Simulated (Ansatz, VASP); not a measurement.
One calculation of WC, two programs

```
W C
1.0
     2.90209    0.00000    0.00000
    -1.45105    2.51329    0.00000
     0.00000    0.00000    2.83274
W C
1 1
Direct
  0.00000 0.00000 0.00000
  0.66667 0.33333 0.50000
```

Alike in both runs: functional PBE; dispersion D3(BJ); k mesh 18 × 18 × 14; occupations gaussian, width 0.1 eV; no spin polarisation.

Ansatz relaxed the structure, and its values are those at the end. VASP's run is a single point on that final structure, the one shown.

|  | VASP | Ansatz |
| --- | --- | --- |
| version | VASP 6.6.1 | Ansatz 0.2.0 |
| potentials or method | VASP PAW PBE potentials, release 64 (W_sv, C) | scalar-relativistic, plane waves, PAW |
| plane-wave cutoff (eV) | 520 | 420 |
| valence electrons in the cell | 18 | 18 |

|  | VASP | Ansatz | Ansatz less VASP |
| --- | --- | --- | --- |
| gap on the k mesh at the Fermi level (eV) | none | none | - |
| pressure (GPa) | 1.1 | 0.0 | -1.16 |

A gap of «none» marks a metal or a gap that the smearing closes.

Caveats: pairwise dispersion overbinds metals, which lowers pressure and volume. The runs have no spin-orbit coupling, so splittings on W are missing.
